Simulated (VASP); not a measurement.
# Rh (Fm-3m) in VASP: further runs

One crystal, Rh, is run at these levels: PBEsol; tasks: relaxation of cell and atoms, single point.

Program: VASP 6.6.1. These are calculated values, not measurements. Logs are shortened: lines on timing, memory, paths and dates and some standing lists are left out, and cuts for length are marked.

**1. The structure**

It takes space group Fm-3m (No. 225, cubic). Conventional cell: a = 3.806 Å, b = 3.806 Å, c = 3.806 Å, α = 90.00°, β = 90.00°, γ = 90.00°. Rh (site symmetry m-3m) has 12 Rh at 2.69 Å as nearest neighbours.

**2. Relaxation of cell and atoms, PBEsol**

Input file INCAR:

```
PREC = Accurate
ENCUT = 300
EDIFF = 1E-7
ISMEAR = 0
SIGMA = 0.1
LREAL = F
LASPH = T
NELM = 80
ALGO = Normal
ISIF = 3
LWAVE = F
LCHARG = F
GGA = PS
IBRION = 2
NSW = 90
EDIFFG = -0.005
```

Input file KPOINTS:

```
Automatic mesh
0
Gamma
  18 18 18
```

Input file POSCAR:

```
Rh
1.0
    0.0000000000      1.9029860900      1.9029860900
    1.9029860900      0.0000000000      1.9029860900
    1.9029860900      1.9029860900      0.0000000000
Rh
1
Direct
    0.0000000000      0.0000000000      0.0000000000
```

Potentials or basis: VASP PAW PBE potentials, release 64 (Rh_pv).

Run with:

```bash
cat potpaw_PBE.64/Rh_pv/POTCAR > POTCAR
mpirun -np 1 vasp_std > vasp.out
```

OUTCAR:

```text
PREC = Accurate
   ENCUT = 300
   EDIFF = 1E-7
   ISMEAR = 0
   LREAL = F
   LASPH = T
   NELM = 80
   ISIF = 3
   GGA = PS
   IBRION = 2
   NSW = 90
   EDIFFG = -0.005

 ion  position               nearest neighbor table
   1  0.000  0.000  0.000-

  LATTYP: Found a face centered cubic cell.
 ALAT       =     3.8059721800

  Lattice vectors:

 A1 = (   0.0000000000,   1.9029860900,   1.9029860900)
 A2 = (   1.9029860900,   0.0000000000,   1.9029860900)
 A3 = (   1.9029860900,   1.9029860900,   0.0000000000)

Analysis of symmetry for initial positions (statically):
=====================================================================
 Subroutine PRICEL returns:
 Original cell was already a primitive cell.

 Routine SETGRP: Setting up the symmetry group for a
 face centered cubic supercell.

 Subroutine GETGRP returns: Found 48 space group operations
 (whereof 48 operations were pure point group operations)
 out of a pool of 48 trial point group operations.

The static configuration has the point symmetry O_h .

Analysis of symmetry for dynamics (positions and initial velocities):
=====================================================================
 Subroutine PRICEL returns:
 Original cell was already a primitive cell.

 Routine SETGRP: Setting up the symmetry group for a
 face centered cubic supercell.

 Subroutine GETGRP returns: Found 48 space group operations
 (whereof 48 operations were pure point group operations)
 out of a pool of 48 trial point group operations.

The dynamic configuration has the point symmetry O_h .

 Subroutine INISYM returns: Found 48 space group operations
 (whereof 48 operations are pure point group operations),
 and found     1 'primitive' translations

----------------------------------------------------------------------------------------

                                     Primitive cell

  volume of cell :      13.7828

  direct lattice vectors                    reciprocal lattice vectors
     0.000000000  1.902986090  1.902986090    -0.262744958  0.262744958  0.262744958
     1.902986090  0.000000000  1.902986090     0.262744958 -0.262744958  0.262744958
     1.902986090  1.902986090  0.000000000     0.262744958  0.262744958 -0.262744958

  length of vectors
     2.691228737  2.691228737  2.691228737     0.455087616  0.455087616  0.455087616

  position of ions in fractional coordinates (direct lattice)
     0.000000000  0.000000000  0.000000000

  ion indices of the primitive-cell ions
   primitive index   ion index
                 1           1

----------------------------------------------------------------------------------------

 KPOINTS: Automatic mesh

Automatic generation of k-mesh.
 Grid dimensions read from file:
 generate k-points for:   18   18   18

 Generating k-lattice:

  Cartesian coordinates                     Fractional coordinates (reciprocal lattice)
    -0.014596942  0.014596942  0.014596942     0.055555556  0.000000000  0.000000000
     0.014596942 -0.014596942  0.014596942     0.000000000  0.055555556  0.000000000
     0.014596942  0.014596942 -0.014596942     0.000000000  0.000000000  0.055555556

  Length of vectors
     0.025282645  0.025282645  0.025282645

  Shift w.r.t. Gamma in fractional coordinates (k-lattice)
     0.000000000  0.000000000  0.000000000

 Subroutine IBZKPT returns following result:
 ===========================================

 Found    195 irreducible k-points:

 Following reciprocal coordinates:
            Coordinates               Weight
  0.000000  0.000000  0.000000      1.000000
  0.055556  0.000000  0.000000      8.000000
  0.111111  0.000000  0.000000      8.000000
  0.166667  0.000000  0.000000      8.000000
  0.222222  0.000000  0.000000      8.000000
  0.277778  0.000000  0.000000      8.000000
[... 16 lines left out ...]
 -0.277778  0.055556  0.000000     24.000000
 -0.222222  0.055556  0.000000     24.000000
 [... further k-points ...]
   k-points           NKPTS =    195   k-points in BZ     NKDIM =    195   number of bands    NBANDS=     11
   number of dos      NEDOS =    301   number of ions     NIONS =      1
   total plane-waves  NPLWV =   4096
   dimension x,y,z NGX =    16 NGY =   16 NGZ =   16
   dimension x,y,z NGXF=    32 NGYF=   32 NGZF=   32
   ions per type =               1
   NGX,Y,Z   is equivalent  to a cutoff of   9.88,  9.88,  9.88 a.u.
   NGXF,Y,Z  is equivalent  to a cutoff of  19.77, 19.77, 19.77 a.u.
 SYSTEM =  unknown system
   PREC   = accura    normal or accurate (medium, high low for compatibility)
   ISTART =      0    job   : 0-new  1-cont  2-samecut
   ICHARG =      2    charge: 1-file 2-atom 10-const
   ISPIN  =      1    spin polarized calculation?
   LNONCOLLINEAR =      F non collinear calculations
   LSORBIT =      F    spin-orbit coupling
   LASPH  =      T    aspherical Exc in radial PAW
   ENCUT  =  300.0 eV  22.05 Ry    4.70 a.u.   3.80  3.80  3.80*2*pi/ulx,y,z
   NELM   =     80;   NELMIN=  2; NELMDL= -5     # of ELM steps
   EDIFF  = 0.1E-06   stopping-criterion for ELM
   LREAL  =      F    real-space projection
   EDIFFG = -.5E-02   stopping-criterion for IOM
   NSW    =     90    number of steps for IOM
   IBRION =      2    ionic relax: 0-MD 1-quasi-New 2-CG
   NFREE  =      1    steps in history (QN), initial steepest desc. (CG)
   ISIF   =      3    stress and relaxation
   ISYM   =      2    0-nonsym 1-usesym 2-fastsym
   POTIM  = 0.5000    time-step for ionic-motion
   TEBEG  =    0.0;   TEEND  =   0.0 temperature during run
   PSTRESS=    0.0 pullay stress
   NELECT =      15.0000    total number of electrons
   NUPDOWN=      -1.0000    fix difference up-down
   EMIN   =  10.00;   EMAX   =-10.00  energy-range for DOS
   EFERMI =   0.00;   METHOD = LEGACY
   ISMEAR =     0;   SIGMA  =   0.10  broadening in eV -4-tet -1-fermi 0-gaus
   EFERMI_NEDOS =   21; number of points for ismear=-14 and -15
   IALGO  =     38    algorithm
   IMIX   =      4    mixing-type and parameters
     AMIX     =   0.40;   BMIX     =  1.00
     AMIX_MAG =   1.60;   BMIX_MAG =  1.00
  volume/ion in A,a.u.               =      13.78        93.01
  Fermi-wavevector in a.u.,A,eV,Ry     =   1.683939  3.182183 38.581359  2.835650
  Thomas-Fermi vector in A             =   2.767050
   LORBIT       =      0    0 simple, 1 ext, 2 COOP (PROOUT), +10 PAW based schemes
   GGA     = PS    functional components
   LHFCALC =     F    Hartree Fock is set to
   AEXX    =    0.0000 exact exchange contribution
   IVDW    =     0    specifies the selected vdW correction
   LEPSILON=     F    determine dielectric tensor
   LRPA    =     F    only Hartree local field effects (RPA)
 conjugate gradient relaxation of ions
 non-spin polarized calculation
 Gauss-broadening in eV      SIGMA  =   0.10
  energy-cutoff  :      300.00
  volume of cell :       13.78
 maximum number of plane-waves:       172
   NGX =  7   NGY =  7   NGZ =  7

--------------------------------------- Ionic step        1  -------------------------------------------

 number of electron      15.0000008 magnetization

 Free energy of the ion-electron system (eV)
  ---------------------------------------------------
  ext. energy  EPLUGINS =         0.00000000
  ---------------------------------------------------
  free energy    TOTEN  =        -8.14888858 eV

  energy without entropy =       -8.14206848  energy(sigma->0) =       -8.14547853

------------------------ aborting loop because EDIFF is reached ----------------------------------------

  FORCE on cell =-STRESS in cart. coord.  units (eV):
  Direction    XX          YY          ZZ          XY          YZ          ZX
  --------------------------------------------------------------------------------------
  -------------------------------------------------------------------------------------
  Total       -0.5412232     -0.5412232     -0.5412232      0.0000000      0.0000000     -0.0000000
  in kB      -62.9144180    -62.9144180    -62.9144180      0.0000000      0.0000000     -0.0000000
  external PRESSURE =     -62.9144180 kB  Pullay stress =       0.0000000 kB

 VOLUME and BASIS-vectors are now :
 -----------------------------------------------------------------------------
  energy-cutoff  :      300.00
  volume of cell :       13.78
      direct lattice vectors                 reciprocal lattice vectors
     0.000000000  1.902986090  1.902986090    -0.262744958  0.262744958  0.262744958
     1.902986090  0.000000000  1.902986090     0.262744958 -0.262744958  0.262744958
     1.902986090  1.902986090  0.000000000     0.262744958  0.262744958 -0.262744958
[... 71 lines left out ...]
 POSITION                                       TOTAL-FORCE (eV/Angst)
 -----------------------------------------------------------------------------------
      0.00000      0.00000      0.00000         0.000000      0.000000      0.000000
 -----------------------------------------------------------------------------------
    total drift:                                0.000000      0.000000      0.000000

  FREE ENERGIE OF THE ION-ELECTRON SYSTEM (eV)
  ---------------------------------------------------
  free  energy   TOTEN  =        -8.1551963925 eV

  energy  without entropy=       -8.1486348965  energy(sigma->0) =       -8.15191564

--------------------------------------- Ionic step        4  -------------------------------------------

 number of electron      15.0000010 magnetization

 Free energy of the ion-electron system (eV)
  ---------------------------------------------------
  ext. energy  EPLUGINS =         0.00000000
  ---------------------------------------------------
  free energy    TOTEN  =        -8.15519901 eV

  energy without entropy =       -8.14864257  energy(sigma->0) =       -8.15192079

 E-fermi :  12.1564     XC(G=0): -14.3560

 val. band max:       12.1497104955   @ k =   0.5000   0.2222   0.1111
 cond. band min:      12.1588254447   @ k =   0.5000   0.3889   0.0556
 fundamental gap:      0.0091149492
 Fermi energy:        12.1563586046

 k-point     1 :       0.0000    0.0000    0.0000
  band No.  band energies     occupation
      1     -34.2200      2.00000
      2     -34.2200      2.00000
      3     -34.2200      2.00000
      4       3.9195      2.00000
      5       8.9490      2.00000
      6       8.9490      2.00000
      7       8.9490      2.00000
      8      11.1316      2.00000
      9      11.1316      2.00000
     10      28.0521      0.00000
     11      32.5241      0.00000

 k-point     2 :       0.0556    0.0000    0.0000
  band No.  band energies     occupation
      1     -34.2449      2.00000
      2     -34.2234      2.00000
      3     -34.2234      2.00000
      4       4.0471      2.00000
      5       8.8907      2.00000
      6       8.9996      2.00000
      7       8.9996      2.00000
      8      11.1024      2.00000
      9      11.1024      2.00000
     10      28.2420      0.00000
     11      32.5218      0.00000
[... 295 lines left out ...]
 k-point    24 :      -0.2222    0.0556    0.0000
  band No.  band energies     occupation
      1     -34.6040      2.00000
      2     -34.2981      2.00000
      3     -34.2635      2.00000
      4       5.7886      2.00000
      5       8.5841      2.00000
      6       9.3551      2.00000
      7       9.4107      2.00000
      8      10.9227      2.00000
      9      11.6308      2.00000
     10      27.6864      0.00000
     11      29.8715      0.00000

 [... further k-points ...]
[... 5 lines left out ...]
  --------------------------------------------------------------------------------------
  -------------------------------------------------------------------------------------
  Total        0.0001893      0.0001893      0.0001893      0.0000000      0.0000000      0.0000000
  in kB        0.0225172      0.0225172      0.0225172      0.0000000      0.0000000      0.0000000
  external PRESSURE =       0.0225172 kB  Pullay stress =       0.0000000 kB

 VOLUME and BASIS-vectors are now :
 -----------------------------------------------------------------------------
  energy-cutoff  :      300.00
  volume of cell :       13.47
      direct lattice vectors                 reciprocal lattice vectors
     0.000000000  1.888427024  1.888427024    -0.264770623  0.264770623  0.264770623
     1.888427024  0.000000000  1.888427024     0.264770623 -0.264770623  0.264770623
     1.888427024  1.888427024 -0.000000000     0.264770623  0.264770623 -0.264770623

 POSITION                                       TOTAL-FORCE (eV/Angst)
 -----------------------------------------------------------------------------------
      0.00000      0.00000      0.00000        -0.000000     -0.000000      0.000000
 -----------------------------------------------------------------------------------
    total drift:                                0.000000      0.000000      0.000000

  FREE ENERGIE OF THE ION-ELECTRON SYSTEM (eV)
  ---------------------------------------------------
  free  energy   TOTEN  =        -8.1551990088 eV

  energy  without entropy=       -8.1486425749  energy(sigma->0) =       -8.15192079

 reached required accuracy - stopping structural energy minimisation
```

Run time: 18 s. Hardware: 1 thread of AMD EPYC 9R45 (Zen 5), shared host; peak memory 0.1 GiB.

What came out:

| Property | Result |
| --- | --- |
| Free energy | -8.1552 eV |
| Relaxed volume | 13.47 Å³/atom |
| Relaxed cell | a = 2.671 Å, b = 2.671 Å, c = 2.671 Å, α = 60.00°, β = 60.00°, γ = 60.00° |
| Space group after relaxing (to 0.05 Å) | Fm-3m (No. 225) |
| Energy gained by relaxing | 6.3 meV/atom |
| Ionic steps | 4 |
| Pressure after relaxing | 0.0 GPa |
| Band gap on the k mesh | none (metal or under the smearing width) |

Step by step:
| step | energy change (eV) | largest force (eV/Å) | pressure (GPa) | volume (Å³) |
| --- | --- | --- | --- | --- |
| 1 | 0.0000 | 0.0000 | -6.29 | 13.78 |
| 2 | 0.0346 | 0.0000 | 18.84 | 12.73 |
| 3 | -0.0063 | 0.0000 | -0.13 | 13.47 |
| 4 | -0.0063 | 0.0000 | 0.00 | 13.47 |

Final structure:
```cif
data_structure
_symmetry_space_group_name_H-M 'P 1'
_symmetry_Int_Tables_number 1
_cell_length_a 2.6706
_cell_length_b 2.6706
_cell_length_c 2.6706
_cell_angle_alpha 60.000
_cell_angle_beta 60.000
_cell_angle_gamma 60.000
_cell_volume 13.47
loop_
_atom_site_label
_atom_site_type_symbol
_atom_site_fract_x
_atom_site_fract_y
_atom_site_fract_z
_atom_site_occupancy
Rh1 Rh 0.00000 0.00000 0.00000 1
```

Levels at points of the mesh, in eV from the Fermi level:
| k point | band 3 | band 4 | band 5 | band 6 | band 7 | band 8 | band 9 | band 10 | band 11 |
| --- | --- | --- | --- | --- | --- | --- | --- | --- | --- |
| (0.00, 0.00, 0.00) | -46.38 | -8.24 | -3.21 | -3.21 | -3.21 | -1.02 | -1.02 | 15.90 | 20.37 |
| (0.50, 0.00, 0.00) | -46.49 | -6.36 | -3.28 | -3.28 | 0.59 | 0.59 | 0.61 | 8.78 | 15.41 |
| (0.50, 0.50, 0.00) | -46.67 | -6.56 | -6.18 | 0.57 | 1.02 | 1.02 | 3.19 | 12.47 | 13.33 |

Caveat: the cutoff is under 1.25 times the usual one of these potentials, so pressure, stress and relaxed cells hold a basis-set (Pulay) error; the PAW data sets were made with another functional, which shifts forces and pressure a little.

**3. Relaxation of cell and atoms, PBEsol**

Edit INCAR of step 2 so:

```diff
@@ -1,3 +1,3 @@
 PREC = Accurate
-ENCUT = 300
+ENCUT = 600
 EDIFF = 1E-7
```

Input file KPOINTS:

```
Automatic mesh
0
Gamma
  6 6 6
```

POSCAR is that of step 2.

Potentials or basis: VASP PAW PBE potentials, release 64 (Rh_pv).

Run with:

```bash
cat potpaw_PBE.64/Rh_pv/POTCAR > POTCAR
mpirun -np 1 vasp_std > vasp.out
```

Run time: 6.2 s. Hardware: 1 thread of AMD EPYC 9R45 (Zen 5), shared host; peak memory 0.11 GiB.

It converged, with:

* Free energy: -8.0589 eV
* Relaxed volume: 13.57 Å³/atom
* Relaxed cell: a = 2.677 Å, b = 2.677 Å, c = 2.677 Å, α = 60.00°, β = 60.00°, γ = 60.00°
* Space group after relaxing (to 0.05 Å): Fm-3m (No. 225)
* Energy gained by relaxing: 3.1 meV/atom
* Ionic steps: 3
* Pressure after relaxing: -0.1 GPa
* Band gap on the k mesh: none (metal or under the smearing width)

The path:
```
step  energy change (eV)  largest force (eV/Å)  pressure (GPa)  volume (Å³)
   1              0.0000                0.0000           -4.48        13.78
   2              0.0181                0.0000           13.20        13.03
   3             -0.0031                0.0000           -0.06        13.57
```

Final structure:
```
Rh
1.0
     0.00000    1.89302    1.89302
     1.89302    0.00000    1.89302
     1.89302    1.89302    0.00000
Rh
1
Direct
  0.00000 0.00000 0.00000
```

Levels at points of the mesh, in eV from the Fermi level:
| k point | band 3 | band 4 | band 5 | band 6 | band 7 | band 8 | band 9 | band 10 | band 11 |
| --- | --- | --- | --- | --- | --- | --- | --- | --- | --- |
| (0.00, 0.00, 0.00) | -46.18 | -7.97 | -2.97 | -2.97 | -2.97 | -0.83 | -0.83 | 16.12 | 20.50 |
| (0.50, 0.00, 0.00) | -46.28 | -6.09 | -3.05 | -3.05 | 0.78 | 0.78 | 0.82 | 8.91 | 15.62 |
| (0.50, 0.50, 0.00) | -46.46 | -6.30 | -5.91 | 0.75 | 1.20 | 1.20 | 3.39 | 12.57 | 13.49 |

Caveat: the k mesh is coarse (spacing up to 0.48 Å⁻¹), so the values aren't converged; the PAW data sets were made with another functional, which shifts forces and pressure a little.

(Continued in part 2 of 2.)
